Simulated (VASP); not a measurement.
Here is a VASP 6.6.1 calculation.

Contents of INCAR:

```
SYSTEM = Te2Mo
PREC = Accurate ; ENCUT = 520
EDIFF = 1E-7 ; ISMEAR = -1
SIGMA = 0.05 ; LREAL = .False.
LASPH = .True. ; NELM = 60
ALGO = Normal ; ISIF = 2
LWAVE = .False. ; LCHARG = .True.
GGA = PE ; LELF = .True.
LVHAR = .True. ; NBANDS = 35
```

KPOINTS

```
regular mesh
0
Gamma
  9 9 2
  0 0 0
```

File POSCAR:

```
Te2Mo
1.0
    3.5603917377      0.0000000000      0.0000000000
   -1.7801958688      3.0833896922      0.0000000000
    0.0000000000      0.0000000000     24.8112624000
Te Mo
4 2
Direct
    0.3333333333      0.6666666667      0.2236394800
    0.6666666667      0.3333333333      0.9206288600
    0.6666666667      0.3333333333      0.7763605200
    0.3333333333      0.6666666667      0.0793711400
    0.6666666667      0.3333333333      0.1515414900
    0.3333333333      0.6666666667      0.8484585100
```

Potentials or basis: VASP PAW PBE potentials, release 64 (Te, Mo_sv).

Command:

```sh
$ cat potpaw_PBE.64/Te/POTCAR potpaw_PBE.64/Mo_sv/POTCAR > POTCAR
$ mpirun -np 1 vasp_std > vasp.out
```

Question: Predict the band gap on the k mesh.

Answer: 1.02 eV, direct.

Question: What does it give for the largest force?

Answer: 0.242 eV/Å.

Forces on the atoms (eV/Å):
```
Te   0.000  0.000  0.242
Te   0.000  0.000  0.232
Te   0.000  0.000 -0.242
Te   0.000  0.000 -0.232
Mo   0.000  0.000 -0.004
Mo   0.000  0.000  0.004
```

Caveat: spin-orbit coupling is left out, which moves the levels of the heavy elements. Expect the measured gap to be larger: semilocal functionals such as PBE lack the derivative discontinuity.
